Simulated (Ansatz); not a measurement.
# SiC: pressure against volume, fitted

```xyz
4
Lattice="3.0760 0.0000 0.0000 -1.5380 2.6639 0.0000 0.0000 0.0000 5.0480" Properties=species:S:1:pos:R:3 pbc="T T T"
Si    0.0000    1.7759    0.0000
Si    1.5380    0.8880    2.5240
C     0.0000    1.7759    1.9435
C     1.5380    0.8880    4.4675
```

Atoms are numbered in the order listed.

The conventional cell has a = 3.076 Å, b = 3.076 Å, c = 5.048 Å, α = 90.00°, β = 90.00°, γ = 120.00°. Around Si (atom 1) lie 4 C at 1.87 to 1.94 Å. C (atom 3) is surrounded by 4 Si at 1.87 to 1.94 Å.

The geometry is COD entry 9008875, unchecked; take it as a test cell.

The calculation used DFT, PBEsol, all-electron LAPW, scalar-relativistic (Ansatz 0.2.0).

Numerical set-up: a Γ-centred 15×15×8 k mesh, Fermi–Dirac smearing of 0.08 eV, basis error target 1 meV/atom, no spin polarisation.

The cell is scaled evenly. Fractional coordinates are held (clamped ions).

```json
{"V (Å³/atom)": "9.927", "P (GPa)": "10.03"}
{"V (Å³/atom)": "10.134", "P (GPa)": "4.88"}
{"V (Å³/atom)": "10.238", "P (GPa)": "2.49"}
{"V (Å³/atom)": "10.341", "P (GPa)": "0.21"}
{"V (Å³/atom)": "10.444", "P (GPa)": "-1.96"}
{"V (Å³/atom)": "10.548", "P (GPa)": "-4.03"}
{"V (Å³/atom)": "10.755", "P (GPa)": "-7.87"}
{"V (Å³/atom)": "10.961", "P (GPa)": "-11.35"}
```

Q: Fit a third-order Birch–Murnaghan curve to the pressures.

A: P = (3B0/2)(y^(7/2) − y^(5/2))[1 + (3/4)(B0′ − 4)(y − 1)] with y = (V0/V)^(2/3) fits within 0.01 GPa for V0 = 10.351 Å³/atom, B0 = 221.4 GPa and B0′ = 3.90.

Q: Predict the pressure at the withheld volume, 9.721 Å³/atom.

A: There y = 1.0428, so the fit gives 15.72 GPa; the run gave 15.71 GPa.
